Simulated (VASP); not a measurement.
A run of VASP 6.6.1 is set up as follows.

INCAR

```
  ALGO = Normal
  EDIFF = 1E-6
  ENCUT = 520
  GGA = RE
  ISIF = 2
  ISMEAR = -1
  LASPH = True
  LCHARG = False
  LREAL = False
  LWAVE = False
  NBANDS = 11
  NELM = 100
  PREC = Accurate
  SIGMA = 0.1
```

KPOINTS

```
k-points
0
Gamma
  16 16 16
```

POSCAR

```
Ca
1.0
   -2.2232979001      2.2232979001      2.2232979001
    2.2232979001     -2.2232979001      2.2232979001
    2.2232979001      2.2232979001     -2.2232979001
Ca
1
Direct
    0.0000000000      0.0000000000      0.0000000000
```

Potentials or basis: VASP PAW PBE potentials, release 64 (Ca_sv).

Launch:

```sh
$ cat potpaw_PBE.64/Ca_sv/POTCAR > POTCAR
$ mpirun -np 1 vasp_std > vasp.out
```

Problem. Estimate the pressure.

Solution. 0.0 GPa.

Problem. What does it give for the band gap on the k mesh?

Solution. None (metal or under the smearing width).

Caveat: the PAW data sets were made with another functional, which shifts forces and pressure a little.
